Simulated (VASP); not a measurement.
Here is a VASP 6.6.1 calculation.

File INCAR:

```
  ALGO = Normal
  EDIFF = 1E-6
  ENCUT = 520
  GGA = PE
  ISIF = 2
  ISMEAR = 0
  LASPH = T
  LCHARG = F
  LREAL = F
  LWAVE = F
  NBANDS = 20
  NELM = 100
  PREC = Accurate
  SIGMA = 0.1
```

The input KPOINTS:

```
k-points
0
Gamma
  6 6 6
```

File POSCAR:

```
Pt2Se
1.0
   -1.5865765161      1.5865765161      4.9174276968
    1.5865765161     -1.5865765161      4.9174276968
    1.5865765161      1.5865765161     -4.9174276968
Pt Se
2 1
Direct
    0.6591502495      0.6591502495      0.0000000000
    0.3408497505      0.3408497505      0.0000000000
    0.0000000000      0.0000000000      0.0000000000
```

Potentials or basis: VASP PAW PBE potentials, release 64 (Pt, Se).

Run with:

```console
$ cat potpaw_PBE.64/Pt/POTCAR potpaw_PBE.64/Se/POTCAR > POTCAR
$ mpirun -np 1 vasp_std > vasp.out
```

Q: Estimate the band gap on the k mesh.

A: None (metal or under the smearing width).

Q: Predict the pressure.

A: 0.0 GPa.

Stress tensor (GPa, compression positive):
```
-0.03  0.00  0.00
 0.00 -0.03  0.00
 0.00  0.00  0.08
```

Caveat: the k mesh is coarse (spacing up to 0.47 Å⁻¹), so the values aren't converged. Spin-orbit coupling is left out, which matters for the levels of Pt.
